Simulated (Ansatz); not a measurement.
Reactions of `C[Si]N(C)C`.

Computed with Ansatz on PBE0-D4/def2-TZVP structures; ΔE is electronic, products minus reactants. CCSD(T)/CBS adds triple-zeta CCSD(T) − MP2 to the extrapolated MP2 energy (def2 sets, frozen cores). This one scheme is used for every species. For Br outer-core shells are correlated without core-valence functions, which leaves a few kJ/mol of doubt a bond. Scalar relativity is left out up to krypton. Each species was taken in one conformer, which may not be the lowest.

Q: Order these by ΔE at CCSD(T)/CBS, lowest first. (Best estimate.)
A. `C[Si]N(C)C` + CH₃OH → `CO[Si]C` + dimethylamine
B. `C[Si]N(C)C` + `CN[SiH3]` → `C[Si]C` + `CN(C)N[SiH3]`
C. `C[Si]N(C)C` + HBr → `CN(C)[Si]Br` + CH₄
D. `C[Si]N(C)C` + H₂ → `C[SiH]` + dimethylamine
E. `C[Si]N(C)C` + `C[SiH2]P` → `CC[SiH2]P` + `CN(C)[SiH]`
F. `C[Si]N(C)C` + `CC(=O)Br` → `C[Si]Br` + dimethylacetamide
G. `C[Si]N(C)C` + `O[SiH2]O` → `C[SiH]` + `CN(C)[SiH](O)O`

A: C (-36.6 kcal/mol), F (-16.2 kcal/mol), A (-3.1 kcal/mol), E (+11.2 kcal/mol), G (+14.1 kcal/mol), D (+27.3 kcal/mol), B (+48.5 kcal/mol).

Largest T1 diagnostic: 0.015, for `CN(C)[SiH]`.
